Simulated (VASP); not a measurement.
Set up this calculation in VASP 6.6.1, as the native input.

```
Task                               : band structure
Functional                         : HSE06
Potentials or basis                : VASP PAW PBE potentials, release 64 (W_sv, C)
Cutoff                             : 520 eV
k mesh                             : 5 × 5 × 5
Occupations                        : fermi-dirac, width 0.05 eV
Spin                               : no spin polarisation
Grid for exact exchange (PRECFOCK) : Fast
Screening parameter                : 0.2 1/A
Further INCAR settings             : ALGO = Normal; EDIFF = 1e-07; NBANDS = 16
```

The system is WC (Qusongite).

```xyz
2
Lattice="2.9065 0.0000 0.0000 -1.4532 2.5171 0.0000 0.0000 0.0000 2.8366" Properties=species:S:1:pos:R:3 pbc="T T T"
W     0.0000    0.0000    0.0000
C     1.4533    0.8390    1.4183
```

One way to write it, as run:

POSCAR

```
WC
1.0
    2.9065000000      0.0000000000      0.0000000000
   -1.4532500000      2.5171028361      0.0000000000
    0.0000000000      0.0000000000      2.8366000000
W C
1 1
Direct
    0.0000000000      0.0000000000      0.0000000000
    0.6666666667      0.3333333333      0.5000000000
```

INCAR.step1

```
SYSTEM = WC
  ALGO = Normal
  EDIFF = 1E-5
  ENCUT = 520
  GGA = PE
  ISIF = 2
  ISMEAR = -1
  LASPH = .TRUE.
  LCHARG = .FALSE.
  LMAXMIX = 4
  LREAL = .FALSE.
  LWAVE = .TRUE.
  NBANDS = 16
  NELM = 100
  PREC = Accurate
  SIGMA = 0.05
```

INCAR.step2

```
SYSTEM = WC
  ALGO = Normal
  EDIFF = 1E-7
  ENCUT = 520
  GGA = PE
  HFSCREEN = 0.2
  ISIF = 2
  ISMEAR = -1
  ISTART = 1
  LASPH = .TRUE.
  LCHARG = .FALSE.
  LHFCALC = .TRUE.
  LMAXMIX = 4
  LREAL = .FALSE.
  LWAVE = .FALSE.
  NBANDS = 16
  NELM = 100
  PREC = Accurate
  PRECFOCK = Fast
  SIGMA = 0.05
```

KPOINTS

```
k-points
0
G
  5 5 5
  0 0 0
```

KPOINTS_OPT

```
path GMKGALHA,LM,KH
12
line-mode
reciprocal
 0.0000000000  0.0000000000  0.0000000000  G
 0.5000000000  0.0000000000  0.0000000000  M

 0.5000000000  0.0000000000  0.0000000000  M
 0.3333333333  0.3333333333  0.0000000000  K

 0.3333333333  0.3333333333  0.0000000000  K
 0.0000000000  0.0000000000  0.0000000000  G

 0.0000000000  0.0000000000  0.0000000000  G
 0.0000000000  0.0000000000  0.5000000000  A

 0.0000000000  0.0000000000  0.5000000000  A
 0.5000000000  0.0000000000  0.5000000000  L

 0.5000000000  0.0000000000  0.5000000000  L
 0.3333333333  0.3333333333  0.5000000000  H

 0.3333333333  0.3333333333  0.5000000000  H
 0.0000000000  0.0000000000  0.5000000000  A

 0.5000000000  0.0000000000  0.5000000000  L
 0.5000000000  0.0000000000  0.0000000000  M

 0.3333333333  0.3333333333  0.0000000000  K
 0.3333333333  0.3333333333  0.5000000000  H
```

Potentials or basis: VASP PAW PBE potentials, release 64 (W_sv, C).

The run is started by

```sh
$ cat potpaw_PBE.64/W_sv/POTCAR potpaw_PBE.64/C/POTCAR > POTCAR
$ cp INCAR.step1 INCAR
$ mpirun -np 1 vasp_std > vasp.out
$ cp INCAR.step2 INCAR
$ mpirun -np 1 vasp_std > vasp.out
```

Results of the run:

- Pressure: -3.5 GPa
- Band gap along the path: none (metal or under the smearing width)

Caveat: the k mesh is coarse (spacing up to 0.50 Å⁻¹), so the values aren't converged, least of all with exact exchange; the PAW data sets were made with another functional, which shifts forces and pressure a little; spin-orbit coupling is left out, which moves the levels of the heavy elements.

Wall time 68 min on 1 thread of AMD EPYC 7R43 64-Core Processor (Zen 3), with other jobs on the host, peak memory 0.22 GiB.
